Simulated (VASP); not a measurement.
## Si: equation of state with PBEsol

Si:

```
Si
1.0
     2.62054    0.00000    0.00000
    -1.31027    2.26946    0.00000
     0.00000    0.00000    2.46635
Si
1
Direct
  0.00000 0.00000 0.00000
```

This isn't the form of Si at room conditions, which is diamond.

```yaml
Program: VASP 6.6.1
Task: equation of state
Functional: PBEsol
Potentials_or_basis: VASP PAW PBE potentials, release 64 (Si)
Cutoff: 520 eV
k_mesh: 12 × 12 × 11
Occupations: fermi-dirac, width 0.05 eV
Spin: no spin polarisation
```

```json
{"Equilibrium volume": "14.76 Å³/atom", "Bulk modulus at fixed shape and positions": "117 GPa", "Pressure derivative of the bulk modulus": "4.5"}
```

Energy against volume, from the lowest point:
```tsv
volume (Å³/atom)	energy (meV/atom)
13.788	26.05
14.081	12.08
14.375	3.59
14.668	0.00
14.961	0.82
15.255	5.57
15.548	13.85
```

All runs of the series together: 52 s on 1 thread of Intel(R) Xeon(R) Platinum 8488C (Sapphire Rapids), with other jobs on the host.

Caveat: the cell was scaled at fixed shape and fractional positions, which overstates the stiffness of a crystal with free parameters, most of all of layers and chains; the PAW data sets were made with another functional, which shifts forces and pressure a little.
